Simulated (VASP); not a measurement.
# RbBr (Fm-3m) in VASP: a series of runs, part 2 of 3

VASP 6.6.1. The steps go on from the part before.

## 3. Relaxation of the atoms, PBE (a relaxed cell with its volume scaled by 0.98)

The input, INCAR:

```
PREC = Accurate ; ENCUT = 300
EDIFF = 1E-7 ; ISMEAR = 0
SIGMA = 0.03 ; LREAL = False
LASPH = True ; NELM = 80
ALGO = Normal ; ISIF = 2
LWAVE = False ; LCHARG = False
GGA = PE ; IBRION = 2
NSW = 40 ; EDIFFG = -0.01
```

The input, KPOINTS:

```
Automatic mesh
0
Gamma
  4 4 4
```

The input, POSCAR:

```
RbBr                                    
1.0
    0.0000000000      3.4986583695      3.4986583695
    3.4986583695      0.0000000000      3.4986583695
    3.4986583695      3.4986583695      0.0000000000
  Rb              Br            
     1     1
Direct
     0.0000000000000000    0.0000000000000000    0.0000000000000000
     0.5000000000000000    0.5000000000000000    0.5000000000000000
```

Potentials or basis: VASP PAW PBE potentials, release 64 (Rb_pv, Br).

Run with:

```sh
$ cat potpaw_PBE.64/Rb_pv/POTCAR potpaw_PBE.64/Br/POTCAR > POTCAR
$ mpirun -np 1 vasp_std > vasp.out
```

OUTCAR:

```text
PREC = Accurate
   ENCUT = 300
   EDIFF = 1E-7
   ISMEAR = 0
   LREAL = False
   LASPH = True
   NELM = 80
   ISIF = 2
   GGA = PE
   IBRION = 2
   NSW = 40
   EDIFFG = -0.01

 ion  position               nearest neighbor table
   1  0.000  0.000  0.000-   2 3.50   2 3.50   2 3.50   2 3.50   2 3.50   2 3.50
   2  0.500  0.500  0.500-   1 3.50   1 3.50   1 3.50   1 3.50   1 3.50   1 3.50

  LATTYP: Found a face centered cubic cell.
 ALAT       =     6.9973167390

  Lattice vectors:

 A1 = (   0.0000000000,   3.4986583695,   3.4986583695)
 A2 = (   3.4986583695,   0.0000000000,   3.4986583695)
 A3 = (   3.4986583695,   3.4986583695,   0.0000000000)

Analysis of symmetry for initial positions (statically):
=====================================================================
 Subroutine PRICEL returns:
 Original cell was already a primitive cell.

 Routine SETGRP: Setting up the symmetry group for a
 face centered cubic supercell.

 Subroutine GETGRP returns: Found 48 space group operations
 (whereof 48 operations were pure point group operations)
 out of a pool of 48 trial point group operations.

The static configuration has the point symmetry O_h .

Analysis of symmetry for dynamics (positions and initial velocities):
=====================================================================
 Subroutine PRICEL returns:
 Original cell was already a primitive cell.

 Routine SETGRP: Setting up the symmetry group for a
 face centered cubic supercell.

 Subroutine GETGRP returns: Found 48 space group operations
 (whereof 48 operations were pure point group operations)
 out of a pool of 48 trial point group operations.

The dynamic configuration has the point symmetry O_h .

 Subroutine INISYM returns: Found 48 space group operations
 (whereof 48 operations are pure point group operations),
 and found     1 'primitive' translations

----------------------------------------------------------------------------------------

[... 104 lines left out ...]
   LEPSILON=     F    determine dielectric tensor
   LRPA    =     F    only Hartree local field effects (RPA)
 conjugate gradient relaxation of ions
 non-spin polarized calculation
 Gauss-broadening in eV      SIGMA  =   0.03
  energy-cutoff  :      300.00
  volume of cell :       85.65
 maximum number of plane-waves:      1036
   NGX = 13   NGY = 13   NGZ = 13

 number of electron      13.9999994 magnetization

 Free energy of the ion-electron system (eV)
  ---------------------------------------------------
  ext. energy  EPLUGINS =         0.00000000
  ---------------------------------------------------
  free energy    TOTEN  =        -6.07777215 eV

  energy without entropy =       -6.07777215  energy(sigma->0) =       -6.07777215

 E-fermi :  -2.9867     XC(G=0):  -6.9599

 val. band max:       -3.1391827764   @ k =   0.0000   0.0000   0.0000
 cond. band min:       1.0571066480   @ k =   0.0000   0.0000   0.0000
 fundamental gap:      4.1962894244
 Fermi energy:        -2.9866568143

 k-point     1 :       0.0000    0.0000    0.0000
  band No.  band energies     occupation
      1     -15.2750      2.00000
      2     -11.7724      2.00000
      3     -11.7724      2.00000
      4     -11.7724      2.00000
      5      -3.1392      2.00000
      6      -3.1392      2.00000
      7      -3.1392      2.00000
      8       1.0571      0.00000
      9       4.1062      0.00000
     10       4.1062      0.00000
     11       4.1062      0.00000
[... 85 lines left out ...]
 k-point     8 :      -0.2500    0.5000    0.2500
  band No.  band energies     occupation
      1     -15.2431      2.00000
      2     -11.8713      2.00000
      3     -11.8713      2.00000
      4     -11.7604      2.00000
      5      -3.5770      2.00000
      6      -3.4755      2.00000
      7      -3.4755      2.00000
      8       3.8708      0.00000
      9       3.8708      0.00000
     10       4.8517      0.00000
     11       5.2159      0.00000

------------------------ aborting loop because EDIFF is reached ----------------------------------------

  FORCE on cell =-STRESS in cart. coord.  units (eV):
  Direction    XX          YY          ZZ          XY          YZ          ZX
  --------------------------------------------------------------------------------------
  -------------------------------------------------------------------------------------
  Total        0.1368912      0.1368912      0.1368912     -0.0000000     -0.0000000      0.0000000
  in kB        2.5606576      2.5606576      2.5606576     -0.0000000     -0.0000000      0.0000000
  external PRESSURE =       2.5606576 kB  Pullay stress =       0.0000000 kB

 VOLUME and BASIS-vectors are now :
 -----------------------------------------------------------------------------
  energy-cutoff  :      300.00
  volume of cell :       85.65
      direct lattice vectors                 reciprocal lattice vectors
     0.000000000  3.498658370  3.498658370    -0.142911924  0.142911924  0.142911924
     3.498658370  0.000000000  3.498658370     0.142911924 -0.142911924  0.142911924
     3.498658370  3.498658370  0.000000000     0.142911924  0.142911924 -0.142911924

 POSITION                                       TOTAL-FORCE (eV/Angst)
 -----------------------------------------------------------------------------------
      0.00000      0.00000      0.00000         0.000000     -0.000000      0.000000
      3.49866      3.49866      3.49866        -0.000000      0.000000     -0.000000
 -----------------------------------------------------------------------------------
    total drift:                                0.000000      0.000000      0.000000

  FREE ENERGIE OF THE ION-ELECTRON SYSTEM (eV)
  ---------------------------------------------------
  free  energy   TOTEN  =        -6.0777721511 eV

  energy  without entropy=       -6.0777721511  energy(sigma->0) =       -6.07777215

 reached required accuracy - stopping structural energy minimisation
```

OSZICAR:

```text
N       E                     dE             d eps       ncg     rms          rms(c)
DAV:   1     0.514449145220E+02    0.51445E+02   -0.42657E+03   176   0.664E+02
DAV:   2    -0.287964249362E+01   -0.54325E+02   -0.51969E+02   240   0.139E+02
DAV:   3    -0.628564057395E+01   -0.34060E+01   -0.34018E+01   218   0.332E+01
DAV:   4    -0.631325841377E+01   -0.27618E-01   -0.27609E-01   205   0.369E+00
DAV:   5    -0.631346297152E+01   -0.20456E-03   -0.20454E-03   215   0.303E-01    0.286E+00
DAV:   6    -0.608272395738E+01    0.23074E+00   -0.43577E-01   191   0.321E+00    0.213E+00
DAV:   7    -0.606420163101E+01    0.18522E-01   -0.17536E-01   194   0.215E+00    0.112E+00
DAV:   8    -0.607646942486E+01   -0.12268E-01   -0.13129E-02   182   0.870E-01    0.113E-01
DAV:   9    -0.607725916029E+01   -0.78974E-03   -0.79196E-04   209   0.184E-01    0.807E-02
DAV:  10    -0.607776943015E+01   -0.51027E-03   -0.60817E-04   188   0.166E-01    0.272E-02
DAV:  11    -0.607776643633E+01    0.29938E-05   -0.24895E-05   212   0.271E-02    0.631E-03
DAV:  12    -0.607777158822E+01   -0.51519E-05   -0.57312E-06   185   0.167E-02    0.112E-03
DAV:  13    -0.607777200899E+01   -0.42077E-06   -0.65319E-07   194   0.550E-03    0.968E-04
DAV:  14    -0.607777217273E+01   -0.16374E-06   -0.49499E-08   200   0.170E-03    0.142E-04
DAV:  15    -0.607777215111E+01    0.21620E-07   -0.14983E-09   121   0.267E-04
   1 F= -.60777722E+01 E0= -.60777722E+01  d E =-.607777E+01
```

CONTCAR:

```text
RbBr
   1.00000000000000
     0.0000000000000000    3.4986583695000002    3.4986583695000002
     3.4986583695000002    0.0000000000000000    3.4986583695000002
     3.4986583695000002    3.4986583695000002    0.0000000000000000
  Rb              Br
     1     1
Direct
     0.0000000000000000    0.0000000000000000    0.0000000000000000
     0.5000000000000000    0.5000000000000000    0.5000000000000000

  0.00000000E+00  0.00000000E+00  0.00000000E+00
  0.00000000E+00  0.00000000E+00  0.00000000E+00
```

It took 5.9 s on 1 thread of Intel Xeon Platinum 8375C at 2.90GHz (Ice Lake), shared host; peak memory 0.15 GiB.

Results:

```yaml
Free_energy: -6.0778 eV
Pressure_after_relaxing: 0.3 GPa
Band_gap_on_the_k_mesh: 4.20 eV, direct
```

Final structure:
```yaml
crystal:
  lattice:
    - [0.00000, 3.49866, 3.49866]
    - [3.49866, 0.00000, 3.49866]
    - [3.49866, 3.49866, 0.00000]
  atoms:
    - { symbol: Rb, position: [0.00000, 0.00000, 0.00000] }
    - { symbol: Br, position: [0.50000, 0.50000, 0.50000] }
```

Levels at points of the mesh, in eV from the valence-band top:
```tsv
k point	band 3	band 4	band 5	band 6	band 7	band 8	band 9	band 10	band 11
(0.00, 0.00, 0.00)	-8.63	-8.63	0.00	0.00	0.00	4.20	7.25	7.25	7.25
(0.50, 0.00, 0.00)	-8.64	-8.60	-0.90	-0.31	-0.31	6.65	7.49	9.30	9.30
(0.50, 0.50, 0.00)	-8.69	-8.69	-0.46	-0.16	-0.16	5.66	6.88	8.90	9.08
```

Caveat: the relaxation stopped at its first step, so nothing moved.

## 4. Relaxation of the atoms, PBE

INCAR is that of step 3.

KPOINTS is that of step 3.

The input, POSCAR:

```
RbBr                                    
1.0
    0.0000000000      3.5222986702      3.5222986702
    3.5222986702      0.0000000000      3.5222986702
    3.5222986702      3.5222986702      0.0000000000
  Rb              Br            
     1     1
Direct
     0.0000000000000000    0.0000000000000000    0.0000000000000000
     0.5000000000000000    0.5000000000000000    0.5000000000000000
```

Potentials or basis: VASP PAW PBE potentials, release 64 (Rb_pv, Br).

Run with:

```sh
$ cat potpaw_PBE.64/Rb_pv/POTCAR potpaw_PBE.64/Br/POTCAR > POTCAR
$ mpirun -np 1 vasp_std > vasp.out
```

OUTCAR:

```text
PREC = Accurate
   ENCUT = 300
   EDIFF = 1E-7
   ISMEAR = 0
   LREAL = False
   LASPH = True
   NELM = 80
   ISIF = 2
   GGA = PE
   IBRION = 2
   NSW = 40
   EDIFFG = -0.01

 ion  position               nearest neighbor table
   1  0.000  0.000  0.000-   2 3.52   2 3.52   2 3.52   2 3.52   2 3.52   2 3.52
   2  0.500  0.500  0.500-   1 3.52   1 3.52   1 3.52   1 3.52   1 3.52   1 3.52

  LATTYP: Found a face centered cubic cell.
 ALAT       =     7.0445973404

  Lattice vectors:

 A1 = (   0.0000000000,   3.5222986702,   3.5222986702)
 A2 = (   3.5222986702,   0.0000000000,   3.5222986702)
 A3 = (   3.5222986702,   3.5222986702,   0.0000000000)

Analysis of symmetry for initial positions (statically):
=====================================================================
 Subroutine PRICEL returns:
 Original cell was already a primitive cell.

 Routine SETGRP: Setting up the symmetry group for a
 face centered cubic supercell.

 Subroutine GETGRP returns: Found 48 space group operations
 (whereof 48 operations were pure point group operations)
 out of a pool of 48 trial point group operations.
[... 158 lines left out ...]
      2     -11.8623      2.00000
      3     -11.8623      2.00000
      4     -11.8623      2.00000
      5      -3.1845      2.00000
      6      -3.1845      2.00000
      7      -3.1845      2.00000
      8       0.9647      0.00000
      9       4.0508      0.00000
     10       4.0508      0.00000
     11       4.0508      0.00000
[... 85 lines left out ...]
 k-point     8 :      -0.2500    0.5000    0.2500
  band No.  band energies     occupation
      1     -15.2713      2.00000
      2     -11.9533      2.00000
      3     -11.9533      2.00000
      4     -11.8520      2.00000
      5      -3.6043      2.00000
      6      -3.5145      2.00000
      7      -3.5145      2.00000
      8       3.8005      0.00000
      9       3.8005      0.00000
     10       4.7213      0.00000
     11       5.0886      0.00000

------------------------ aborting loop because EDIFF is reached ----------------------------------------

  FORCE on cell =-STRESS in cart. coord.  units (eV):
  Direction    XX          YY          ZZ          XY          YZ          ZX
  --------------------------------------------------------------------------------------
  -------------------------------------------------------------------------------------
  Total        0.0020093      0.0020093      0.0020093     -0.0000000     -0.0000000      0.0000000
  in kB        0.0368331      0.0368331      0.0368331     -0.0000000     -0.0000000      0.0000000
  external PRESSURE =       0.0368331 kB  Pullay stress =       0.0000000 kB

 VOLUME and BASIS-vectors are now :
 -----------------------------------------------------------------------------
  energy-cutoff  :      300.00
  volume of cell :       87.40
      direct lattice vectors                 reciprocal lattice vectors
     0.000000000  3.522298670  3.522298670    -0.141952755  0.141952755  0.141952755
     3.522298670  0.000000000  3.522298670     0.141952755 -0.141952755  0.141952755
     3.522298670  3.522298670  0.000000000     0.141952755  0.141952755 -0.141952755

 POSITION                                       TOTAL-FORCE (eV/Angst)
 -----------------------------------------------------------------------------------
      0.00000      0.00000      0.00000         0.000000      0.000000      0.000000
      3.52230      3.52230      3.52230         0.000000      0.000000     -0.000000
 -----------------------------------------------------------------------------------
    total drift:                                0.000000      0.000000      0.000000

  FREE ENERGIE OF THE ION-ELECTRON SYSTEM (eV)
  ---------------------------------------------------
  free  energy   TOTEN  =        -6.0792254897 eV

  energy  without entropy=       -6.0792254897  energy(sigma->0) =       -6.07922549

 reached required accuracy - stopping structural energy minimisation
```

CONTCAR:

```text
RbBr
   1.00000000000000
     0.0000000000000000    3.5222986702000001    3.5222986702000001
     3.5222986702000001    0.0000000000000000    3.5222986702000001
     3.5222986702000001    3.5222986702000001    0.0000000000000000
  Rb              Br
     1     1
Direct
     0.0000000000000000    0.0000000000000000    0.0000000000000000
     0.5000000000000000    0.5000000000000000    0.5000000000000000

  0.00000000E+00  0.00000000E+00  0.00000000E+00
  0.00000000E+00  0.00000000E+00  0.00000000E+00
```

It took 5.9 s on 1 thread of Intel Xeon Platinum 8375C at 2.90GHz (Ice Lake), shared host; peak memory 0.15 GiB.

Results:

- Free energy: -6.0792 eV
- Pressure after relaxing: 0.0 GPa
- Band gap on the k mesh: 4.15 eV, direct

Final structure:
```yaml
crystal:
  lattice:
    - [0.00000, 3.52230, 3.52230]
    - [3.52230, 0.00000, 3.52230]
    - [3.52230, 3.52230, 0.00000]
  atoms:
    - { symbol: Rb, position: [0.00000, 0.00000, 0.00000] }
    - { symbol: Br, position: [0.50000, 0.50000, 0.50000] }
```

Levels at points of the mesh, in eV from the valence-band top:
```tsv
k point	band 5	band 6	band 7	band 8	band 9	band 10
(0.00, 0.00, 0.00)	0.00	0.00	0.00	4.15	7.24	7.24
(0.50, 0.00, 0.00)	-0.87	-0.29	-0.29	6.60	7.41	9.23
(0.50, 0.50, 0.00)	-0.45	-0.16	-0.16	5.67	6.81	8.79
```

Caveat: the relaxation stopped at its first step, so nothing moved. Expect the measured gap to be larger: semilocal functionals such as PBE lack the derivative discontinuity.

[end of part 2 of 3]
